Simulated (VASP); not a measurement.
Here is a VASP 6.6.1 calculation.

INCAR

```
SYSTEM = C
ALGO = Normal
EDIFF = 1E-6
EDIFFG = -0.01
ENCUT = 600
GGA = PE
IBRION = 2
ISIF = 3
ISMEAR = 0
IVDW = 12
KPAR = 2
LASPH = .True.
LATTICE_CONSTRAINTS = .TRUE. .TRUE. .FALSE.
LCHARG = .False.
LREAL = .False.
LWAVE = .False.
NELM = 80
NSW = 90
PREC = Accurate
SIGMA = 0.03
```

The input KPOINTS:

```
k-points
0
Gamma
  15 15 1
  0 0 0
```

The input POSCAR:

```
C
1.0
    2.4700000000      0.0000000000      0.0000000000
   -1.2350000000      2.1390827500      0.0000000000
    0.0000000000      0.0000000000     21.4289500000
C
4
Direct
    0.0000000000      0.0000000000      0.4199925800
    0.6666666700      0.3333333300      0.4215768900
    0.0000000000      0.0000000000      0.5784231100
    0.3333333300      0.6666666700      0.5800074200
```

Potentials or basis: VASP PAW PBE potentials, release 64 (C).

Launch:

```bash
$ cat potpaw_PBE.64/C/POTCAR > POTCAR
$ mpirun -np 2 vasp_std > vasp.out
```

Question: Predict the relaxed volume.

Answer: 28.21 Å³/atom.

Question: Estimate the relaxed cell.

Answer: a = 2.466 Å, b = 2.466 Å, c = 21.429 Å, α = 90.00°, β = 90.00°, γ = 120.00°.

Question: What does it give for the dispersion energy per atom?

Answer: -0.119 eV.

Final structure:
```
C
1.0
     2.46568    0.00000    0.00000
    -1.23284    2.13534    0.00000
     0.00000    0.00000   21.42895
C
4
Direct
  0.00000 0.00000 0.42080
  0.66667 0.33333 0.42077
  0.00000 0.00000 0.57920
  0.33333 0.66667 0.57923
```
